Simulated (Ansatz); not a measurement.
# Searching the electronic states of Ni, part 2 of 2

How much does the result for Ni depend on the starting moments? The same cell is run from several starts. We look at Ni: its experimental structure (space group Fm-3m, primitive cell doubled), with 2 atoms per cell. Source: COD entry 9012996, which need not be the ambient phase.

Ansatz 0.2.0; DFT r2SCAN, PAW, plane waves, scalar-relativistic. The steps go on from the part before.

### 4 No spin polarisation

Contents of input.yaml:

```yaml
crystal:
  lattice:
    - [-1.76915, -1.76915, -3.5383]
    - [1.76915, -1.76915, 0.0]
    - [-1.76915, -1.76915, 0.0]
  atoms:
    - { symbol: Ni, position: [0.0, 0.0, 0.0] }
    - { symbol: Ni, position: [0.5, 0.5, 0.0] }
hamiltonian:
  xc: r2scan
  pseudopotentials: { kind: paw }
basis:
  ecutwfc: 500
kpoints:
  mp_grid: { grid: [8, 12, 14] }
scf:
  occupations: { method: fermi_dirac, width: 0.1 }
  lower_state_search: "off"
output:
  forces: true
  stress: true
  write_density: true
  write_potential: true
  elf: true
  volumetric_format: npy
```

Run with:

```console
ansatz run input.yaml --threads 2 --pin off --max-ram 5120MiB --backend cpu --events-out ev --progress --plain --runs-dir out
```

Output, shortened:

```text
[... 12 lines as in an earlier run ...]
Bands: 22, of which v1, the nominal top of the filled ones, is band 18 counted from 1 (17 counted from 0)
[... 6 lines as in an earlier run ...]
[...]
[... 2 lines as in an earlier run ...]
SCF iter   1: F=-11690.357634 eV  HF=-11690.279072 eV  |F-HF|=7.86e-2  |Δ(HF+E_count)|=         —  Δρ=1.97e-2  dr2=4.81e-2  dr2_τ=5.68e-2  ethr=1.77e-3  ⟨swp⟩=5.1  Hψ=34963  notcnv=0
[...]
SCF iter   9: F=-11690.375407 eV  HF=-11690.375407 eV  |F-HF|=6.18e-10  |Δ(HF+E_count)|=   1.20e-8  Δρ=2.61e-6  dr2=9.15e-10  dr2_τ=7.05e-12  ethr=2.78e-10  ⟨swp⟩=8.2  Hψ=60837  notcnv=0
[...]
SCF converged after 9 iterations
Free energy (F): -11690.375407 eV
[...]
E sigma→0 (E₀):  -11690.290273 eV
Entropy (-TS):   -0.170266 eV (-85.133 meV/atom)
Fermi energy:    17.359173 eV
[...]
--- Forces (eV/Å), atoms counted from 1 ---
  atom   1  Ni     0.00000000    -0.00000000     0.00000000
  atom   2  Ni     0.00000000    -0.00000000     0.00000000
[...]
--- Stress (GPa, compression-positive) ---
      -12.180083       0.099934      -0.004731
        0.099934     -12.180083      -0.004731
       -0.004731      -0.004731     -12.046954
  P = ⅓ Tr σ = -12.1357 GPa (-121.357 kbar)
--- Band table (eV; the first three rows and the last of 406) ---
  k-point 0: bands = ["-89.2772", "-89.2343", "-48.2735", "-48.1519", "-48.1495", "-48.0717", "-48.0704", "-48.0692", "8.2004", "12.9698", "13.6224", "15.5018", "15.5027", "15.5040", "16.5211", "16.5213", "17.2415", "17.5285", "17.5311", "19.9618", "27.0404", "32.8301"]
[...]
```

Wall time 17 s (2 threads of Arm Neoverse V2, shared host); peak memory 0.52 GiB.

Result: non-magnetic (no spin polarisation), no gap on the k-mesh. It lies 106 meV/atom above the lowest state so far (step 2).

The maps below are laid out on this run's own conventional cell (a, b, c = 3.538, 3.538, 3.538 Å).

Density in a lattice plane of the grid's cell (edges 3.54 and 3.54 Å, at 0.000 of the third edge), which holds Ni.

Ten even steps from '0' (0.17 e/Å³) to '9' (60.75 e/Å³):
```
753100000000000000000135
321000000000000000000012
110000000000000000000001
000000000000000000000000
000000000000000000000000
000000000000000000000000
000000000001110000000000
000000000012321000000000
000000000135753100000000
000000000247974200000000
000000000135753100000000
000000000012321000000000
000000000001110000000000
000000000000000000000000
000000000000000000000000
000000000000000000000000
110000000000000000000001
321000000000000000000012
753100000000000000000135
974200000000000000000247
```
Columns run along the first of these edges and rows up along the second, over one cell in 24 and 20 even steps from the bottom left corner. Atoms in the plane (fractional): Ni at (0.00, 0.00), Ni at (0.50, 0.50).

ELF in the same plane.

Values, 12 rows by 12 columns:
```
0.55 0.43 0.27 0.18 0.21 0.25 0.24 0.25 0.21 0.18 0.27 0.43
0.32 0.27 0.19 0.19 0.25 0.21 0.18 0.21 0.24 0.19 0.19 0.27
0.19 0.18 0.19 0.23 0.19 0.18 0.19 0.18 0.19 0.23 0.19 0.18
0.18 0.21 0.25 0.19 0.19 0.27 0.32 0.27 0.19 0.19 0.24 0.21
0.24 0.25 0.21 0.18 0.27 0.43 0.55 0.43 0.27 0.18 0.21 0.25
0.26 0.24 0.18 0.19 0.32 0.55 0.73 0.55 0.32 0.19 0.18 0.24
0.24 0.25 0.21 0.18 0.27 0.43 0.55 0.43 0.27 0.18 0.21 0.25
0.18 0.21 0.24 0.19 0.19 0.27 0.32 0.27 0.19 0.19 0.25 0.21
0.19 0.18 0.19 0.23 0.19 0.18 0.19 0.18 0.19 0.23 0.19 0.18
0.32 0.27 0.19 0.19 0.24 0.21 0.18 0.21 0.25 0.19 0.19 0.27
0.55 0.43 0.27 0.18 0.21 0.25 0.24 0.25 0.21 0.18 0.27 0.43
0.73 0.55 0.32 0.19 0.18 0.24 0.26 0.24 0.18 0.19 0.32 0.55
```
Columns run along the first of these edges and rows up along the second, over one cell in 12 and 12 even steps from the bottom left corner. Atoms in the plane (fractional): Ni at (0.00, 0.00), Ni at (0.50, 0.50).

Both are smooth fields of the valence electrons: close to the nuclei they are not physical.

### 5 Spin on, no moments given (the program may seed its own), plain SCF

input.yaml: that of step 4 with these lines changed.

```diff
@@ -21,5 +21,3 @@
   stress: true
-  write_density: true
-  write_potential: true
-  elf: true
-  volumetric_format: npy
+magnetization:
+  spin_polarized: true
```

Run with:

```console
ansatz run input.yaml --threads 2 --pin off --max-ram 5120MiB --backend cpu --events-out ev --progress --plain --runs-dir out
```

Output, shortened:

```text
[... 1 line as in an earlier run ...]
band count auto-derived: 24 (N_el = 36.0; filled up to band 18; 22 by the electrons, moments and atoms)
[... 21 lines as in an earlier run ...]
[...]
SCF iter   1: F=-11689.930004 eV  HF=-11688.884841 eV  |F-HF|=1.05e0  |Δ(HF+E_count)|=         —  Δρ=1.83e-1 (↑1.83e-1 ↓1.62e-1)  dr2=5.55e-2  dr2_τ=4.25e-2  dr2_m=6.04e0  M=2.466 μB ∫|m|=2.466 μB  ethr=1.07e-3  ⟨swp⟩=1.2  Hψ=52766  notcnv=0
[...]
SCF iter  12: F=-11690.587252 eV  HF=-11690.587252 eV  |F-HF|=1.98e-10  |Δ(HF+E_count)|=   2.25e-8  Δρ=1.75e-6 (↑1.75e-6 ↓1.05e-6)  dr2=4.60e-10  dr2_τ=1.94e-12  dr2_m=1.99e-10  M=1.505 μB ∫|m|=1.859 μB  ethr=2.34e-11  ⟨swp⟩=2.6  Hψ=67292  notcnv=0
[...]
SCF converged after 12 iterations
Magnetization: 1.5048 μB (18.7524 up, 17.2476 down)
Absolute magnetization: 1.8611 μB (∫|ρ↑−ρ↓|, with the PAW one-centre terms)
Spin contamination: 0.0455 ħ² per cell (⟨S²⟩ above its minimum at these occupations)
Per-site moments (μB) at R_I (Å): [(0.822472406434344, 1.0320568185973489), (0.822472406434344, 1.0320568185973489)]
Free energy (F): -11690.587252 eV
[...]
E sigma→0 (E₀):  -11690.546257 eV
Entropy (-TS):   -0.081991 eV (-40.995 meV/atom)
Fermi energy:    17.711781 eV
[... 26 lines left out: energy terms, forces, stress ...]
```

It took 34 s on 2 threads of Arm Neoverse V2, shared host; peak memory 0.68 GiB.

This is the state of step 2 again (ferromagnetic), after 12 iterations.

### 6 Parallel moments scaled by 0.03, plain SCF

input.yaml: that of step 5 with these lines changed.

```diff
@@ -6,4 +6,6 @@
   atoms:
-    - { symbol: Ni, position: [0.0, 0.0, 0.0] }
-    - { symbol: Ni, position: [0.5, 0.5, 0.0] }
+    - { symbol: Ni, position: [0.0, 0.0, 0.0], spin: 0.06 }
+    - { symbol: Ni, position: [0.5, 0.5, 0.0], spin: 0.06 }
+magnetization:
+  spin_polarized: true
 hamiltonian:
@@ -21,3 +23 @@
   stress: true
-magnetization:
-  spin_polarized: true
```

Run with:

```console
ansatz run input.yaml --threads 2 --pin off --max-ram 5120MiB --backend cpu --events-out ev --progress --plain --runs-dir out
```

Output, shortened:

```text
[... 12 lines as in an earlier run ...]
Bands: 23, of which v1, the nominal top of the filled ones, is band 18 counted from 1 (17 counted from 0)
[... 7 lines as in an earlier run ...]
Starting moments: Σ|m| = 0.12 μB on 2 of 2 sites
[... 3 lines as in an earlier run ...]
SCF iter   1: F=-11690.218780 eV  HF=-11690.220466 eV  |F-HF|=1.69e-3  |Δ(HF+E_count)|=         —  Δρ=3.76e-2 (↑3.76e-2 ↓2.20e-2)  dr2=3.83e-1  dr2_τ=1.31e-2  dr2_m=1.55e-2  M=0.206 μB ∫|m|=0.211 μB  β_m=1.00  ethr=1.07e-3  ⟨swp⟩=1.0  Hψ=100599  notcnv=0
[...]
spin-set hold released at iteration 11 (site moments contracting): the magnetisation degrees of freedom join the quasi-Newton model from the next iteration; the mixer history was flushed
[...]
SCF iter  22: F=-11690.587252 eV  HF=-11690.587252 eV  |F-HF|=4.47e-8  |Δ(HF+E_count)|=   1.60e-6  Δρ=7.25e-6 (↑6.29e-6 ↓7.25e-6)  dr2=1.38e-9  dr2_τ=3.16e-11  dr2_m=6.75e-9  M=1.505 μB ∫|m|=1.859 μB  ethr=3.15e-11  ⟨swp⟩=4.8  Hψ=70599  notcnv=0
[...]
[... 1 line as in an earlier run ...]
SCF converged after 22 iterations
Magnetization: 1.5049 μB (18.7525 up, 17.2475 down)
Absolute magnetization: 1.8612 μB (∫|ρ↑−ρ↓|, with the PAW one-centre terms)
Spin contamination: 0.0455 ħ² per cell (⟨S²⟩ above its minimum at these occupations)
Per-site moments (μB) at R_I (Å): [(0.8225198678792902, 1.0320568185973489), (0.8225198678792902, 1.0320568185973489)]
Free energy (F): -11690.587252 eV
[...]
E sigma→0 (E₀):  -11690.546258 eV
Entropy (-TS):   -0.081988 eV (-40.994 meV/atom)
Fermi energy:    17.711841 eV
[... 26 lines left out: energy terms, forces, stress ...]
```

It took 60 s on 2 threads of Arm Neoverse V2, shared host; peak memory 0.66 GiB.

This is the state of step 2 again (ferromagnetic), after 22 iterations.

### 7 Moments ++ scaled by 0.4, plain SCF

input.yaml: that of step 6 with these lines changed.

```diff
@@ -6,4 +6,4 @@
   atoms:
-    - { symbol: Ni, position: [0.0, 0.0, 0.0], spin: 0.06 }
-    - { symbol: Ni, position: [0.5, 0.5, 0.0], spin: 0.06 }
+    - { symbol: Ni, position: [0.0, 0.0, 0.0], spin: 0.8 }
+    - { symbol: Ni, position: [0.5, 0.5, 0.0], spin: 0.8 }
 magnetization:
@@ -23 +23,5 @@
   stress: true
+  write_density: true
+  write_potential: true
+  elf: true
+  volumetric_format: npy
```

Run with:

```console
ansatz run input.yaml --threads 2 --pin off --max-ram 5120MiB --backend cpu --events-out ev --progress --plain --runs-dir out
```

Output, shortened:

```text
[... 20 lines as in an earlier run ...]
Starting moments: Σ|m| = 1.6 μB on 2 of 2 sites
[... 2 lines as in an earlier run ...]
[...]
SCF iter   1: F=-11690.405433 eV  HF=-11690.305231 eV  |F-HF|=1.00e-1  |Δ(HF+E_count)|=         —  Δρ=3.59e-2 (↑3.59e-2 ↓2.04e-2)  dr2=3.01e-1  dr2_τ=1.32e-2  dr2_m=3.01e-2  M=1.395 μB ∫|m|=1.476 μB  β_m=0.30  ethr=8.38e-4  ⟨swp⟩=1.0  Hψ=100642  notcnv=0
[...]
spin-set hold released at iteration 9 (site moments contracting): the magnetisation degrees of freedom join the quasi-Newton model from the next iteration; the mixer history was flushed
[...]
SCF iter  18: F=-11690.587252 eV  HF=-11690.587252 eV  |F-HF|=1.77e-8  |Δ(HF+E_count)|=   1.09e-5  Δρ=3.16e-6 (↑1.98e-6 ↓3.16e-6)  dr2=7.23e-10  dr2_τ=1.52e-11  dr2_m=1.63e-10  M=1.505 μB ∫|m|=1.859 μB  ethr=5.44e-11  ⟨swp⟩=11.0  Hψ=174854  notcnv=0
[...]
[... 1 line as in an earlier run ...]
SCF converged after 18 iterations
Magnetization: 1.5048 μB (18.7524 up, 17.2476 down)
Absolute magnetization: 1.8611 μB (∫|ρ↑−ρ↓|, with the PAW one-centre terms)
Spin contamination: 0.0455 ħ² per cell (⟨S²⟩ above its minimum at these occupations)
Per-site moments (μB) at R_I (Å): [(0.8224720745987061, 1.0320568185973489), (0.8224720745987061, 1.0320568185973489)]
Free energy (F): -11690.587252 eV
[...]
E sigma→0 (E₀):  -11690.546259 eV
Entropy (-TS):   -0.081987 eV (-40.993 meV/atom)
Fermi energy:    17.711779 eV
[... 31 lines left out: energy terms, forces, stress, bands ...]
```

Wall time 70 s (2 threads of Arm Neoverse V2, shared host); peak memory 0.66 GiB.

This is the state of step 2 again (ferromagnetic), after 18 iterations.

### 8 A moment on one site alone, plain SCF

input.yaml: that of step 7 with these lines changed.

```diff
@@ -6,4 +6,4 @@
   atoms:
-    - { symbol: Ni, position: [0.0, 0.0, 0.0], spin: 0.8 }
-    - { symbol: Ni, position: [0.5, 0.5, 0.0], spin: 0.8 }
+    - { symbol: Ni, position: [0.0, 0.0, 0.0] }
+    - { symbol: Ni, position: [0.5, 0.5, 0.0], spin: 2.0 }
 magnetization:
@@ -23,5 +23 @@
   stress: true
-  write_density: true
-  write_potential: true
-  elf: true
-  volumetric_format: npy
```

Run with:

```console
ansatz run input.yaml --threads 2 --pin off --max-ram 5120MiB --backend cpu --events-out ev --progress --plain --runs-dir out
```

Output, shortened:

```text
[... 20 lines as in an earlier run ...]
Starting moments: Σ|m| = 2 μB on 1 of 2 sites
[... 2 lines as in an earlier run ...]
SCF iter   1: F=-11686.855468 eV  HF=-11690.173796 eV  |F-HF|=3.32e0  |Δ(HF+E_count)|=         —  Δρ=1.09e-1 (↑1.09e-1 ↓4.20e-2)  dr2=3.98e0  dr2_τ=2.14e-2  dr2_m=3.37e-1  M=1.583 μB ∫|m|=1.727 μB  β_m=0.30  ethr=3.10e-3  ⟨swp⟩=5.5  Hψ=72371  notcnv=0
[...]
spin-set hold released at iteration 5 (the charge has settled, or the pull on large starting moments outlasts its swing): the magnetisation degrees of freedom join the quasi-Newton model from the next iteration; the mixer history was flushed
[...]
SCF iter  19: F=-11690.587252 eV  HF=-11690.587252 eV  |F-HF|=2.46e-8  |Δ(HF+E_count)|=   1.42e-7  Δρ=6.89e-6 (↑5.38e-6 ↓6.89e-6)  dr2=1.04e-8  dr2_τ=9.29e-11  dr2_m=6.25e-10  M=1.505 μB ∫|m|=1.859 μB  ethr=2.78e-10  ⟨swp⟩=3.3  Hψ=83608  notcnv=0
[...]
[... 1 line as in an earlier run ...]
SCF converged after 19 iterations
Magnetization: 1.5048 μB (18.7524 up, 17.2476 down)
Absolute magnetization: 1.8610 μB (∫|ρ↑−ρ↓|, with the PAW one-centre terms)
Spin contamination: 0.0455 ħ² per cell (⟨S²⟩ above its minimum at these occupations)
Per-site moments (μB) at R_I (Å): [(0.8224779463164898, 1.0320568185973489), (0.8224321225841493, 1.0320568185973489)]
Free energy (F): -11690.587252 eV
[...]
E sigma→0 (E₀):  -11690.546257 eV
Entropy (-TS):   -0.081990 eV (-40.995 meV/atom)
Fermi energy:    17.711726 eV
[... 26 lines left out: energy terms, forces, stress ...]
```

Wall time 46 s (2 threads of Arm Neoverse V2, shared host); peak memory 0.67 GiB.

The run ends in the same state as step 2 (ferromagnetic); it took 19 iterations.

### 9 Parallel moments, spin not held back in the first iterations, no switch to direct minimisation

input.yaml: that of step 8 with these lines changed.

```diff
@@ -6,3 +6,3 @@
   atoms:
-    - { symbol: Ni, position: [0.0, 0.0, 0.0] }
+    - { symbol: Ni, position: [0.0, 0.0, 0.0], spin: 2.0 }
     - { symbol: Ni, position: [0.5, 0.5, 0.0], spin: 2.0 }
@@ -20,2 +20,4 @@
   lower_state_search: "off"
+  algorithm: density_mixing
+  mixing: { spin_hold: "off" }
 output:
```

Run with:

```console
ansatz run input.yaml --threads 2 --pin off --max-ram 5120MiB --backend cpu --events-out ev --progress --plain --runs-dir out
```

Output, shortened:

```text
[... 20 lines as in an earlier run ...]
Starting moments: Σ|m| = 4 μB on 2 of 2 sites
[... 2 lines as in an earlier run ...]
[...]
SCF iter   1: F=-11690.382032 eV  HF=-11689.642611 eV  |F-HF|=7.39e-1  |Δ(HF+E_count)|=         —  Δρ=1.11e-1 (↑8.60e-2 ↓1.11e-1)  dr2=8.00e-2  dr2_τ=3.70e-2  dr2_m=1.94e0  M=2.060 μB ∫|m|=2.233 μB  β_m=0.62  ethr=2.23e-4  ⟨swp⟩=1.6  Hψ=104462  notcnv=0
[...]
SCF iter  14: F=-11690.587252 eV  HF=-11690.587252 eV  |F-HF|=1.79e-8  |Δ(HF+E_count)|=   2.08e-7  Δρ=2.01e-6 (↑1.76e-6 ↓2.01e-6)  dr2=9.18e-10  dr2_τ=1.12e-11  dr2_m=6.11e-11  M=1.505 μB ∫|m|=1.859 μB  ethr=5.44e-12  ⟨swp⟩=4.2  Hψ=67371  notcnv=0
[...]
[... 1 line as in an earlier run ...]
SCF converged after 14 iterations
Magnetization: 1.5048 μB (18.7524 up, 17.2476 down)
Absolute magnetization: 1.8611 μB (∫|ρ↑−ρ↓|, with the PAW one-centre terms)
Spin contamination: 0.0455 ħ² per cell (⟨S²⟩ above its minimum at these occupations)
Per-site moments (μB) at R_I (Å): [(0.8224634134242426, 1.0320568185973489), (0.8224634134242426, 1.0320568185973489)]
Free energy (F): -11690.587252 eV
[...]
E sigma→0 (E₀):  -11690.546256 eV
Entropy (-TS):   -0.081992 eV (-40.996 meV/atom)
Fermi energy:    17.711735 eV
[... 26 lines left out: energy terms, forces, stress ...]
```

Wall time 43 s (2 threads of Arm Neoverse V2, shared host); peak memory 0.68 GiB.

The run ends in the same state as step 2 (ferromagnetic); it took 14 iterations.

### 10 All ends together

```
step  iterations  state  moments of Ni1 Ni2 (μB)  total (μB)  gap (eV)  pressure (GPa)  above lowest (meV/atom)
   2          13      1                0.82 0.82        1.50      none            -9.7                      0.0
   3          24      2               0.24 -0.24        0.00      none           -11.8                      102
   4           9      3                0.00 0.00        0.00      none           -12.1                      106
   5          12      1                0.82 0.82        1.50      none            -9.7                      0.0
   6          22      1                0.82 0.82        1.50      none            -9.7                      0.0
   7          18      1                0.82 0.82        1.50      none            -9.7                      0.0
   8          19      1                0.82 0.82        1.50      none            -9.7                      0.0
   9          14      1                0.82 0.82        1.50      none            -9.7                      0.0
```

States are numbered from the lowest. Starts by step: 2 parallel moments, plain SCF; 3 opposed moments +-, plain SCF; 4 no spin polarisation; 5 spin on, no moments given (the program may seed its own), plain SCF; 6 parallel moments scaled by 0.03, plain SCF; 7 moments ++ scaled by 0.4, plain SCF; 8 a moment on one site alone, plain SCF; 9 parallel moments, spin not held back in the first iterations, no switch to direct minimisation.

The 8 runs of this session took 6 min in all, from 17 s to 70 s each.

Decimal logarithm of the largest residual (eV) by iteration, counted through all cycles of a run (7 of the 8 runs):

```
iteration  step 2  step 3  step 4  step 5  step 6  step 7  step 8
        1     0.3     0.5    -1.2     0.8    -0.4    -0.5     0.6
        2    -0.3     0.3    -2.1    -0.7    -1.0    -1.0     0.9
        3    -2.3    -0.8    -2.6    -1.0    -1.8    -1.6     0.0
        4    -1.9    -1.2    -2.5    -1.1    -1.6    -2.3     0.0
        5    -2.3    -2.1    -3.9    -1.4    -1.4    -2.7    -0.1
        7    -4.3    -2.8    -5.8    -3.5    -1.4    -2.2     0.4
        9    -5.9    -4.2    -9.0    -4.9    -1.8    -3.6    -1.4
       11    -6.8    -4.6       -    -7.8    -2.1    -4.0    -2.6
       14       -    -6.8       -       -    -3.4    -4.6    -4.9
       16       -    -7.4       -       -    -3.6    -7.7    -6.4
       18       -    -6.9       -       -    -5.5    -9.1    -6.5
       20       -    -8.1       -       -    -5.8       -       -
       22       -    -8.6       -       -    -8.2       -       -
       24       -    -9.1       -       -       -       -       -
```

### 11 Results

The summary covers parts 1 to 2.

| quantity | value |
| --- | --- |
| distinct states | 3 from 8 converged runs |
| lowest state from plain starts | ferromagnetic |
| its moments | Ni1 0.82, Ni2 0.82 μB |
| total moment | 1.50 μB per cell |
| gap on the k-mesh | none |
| pressure | -9.7 GPa |
| largest force | 0.000 eV/Å |
| next state | antiferromagnetic, 102 meV/atom higher |
| highest state | non-magnetic (no spin polarisation), 106 meV/atom higher |

In words: The 8 converged runs end in 3 distinct states. Switching spin polarisation off costs 106 meV/atom in free energy, smearing entropy included. The best antiferromagnetic state lies 102 meV/atom above the best ferromagnetic one. The search isn't exhaustive: larger magnetic cells and non-collinear orders weren't tried. The mesh has less symmetry than the lattice, which lowers the symmetry of the run.
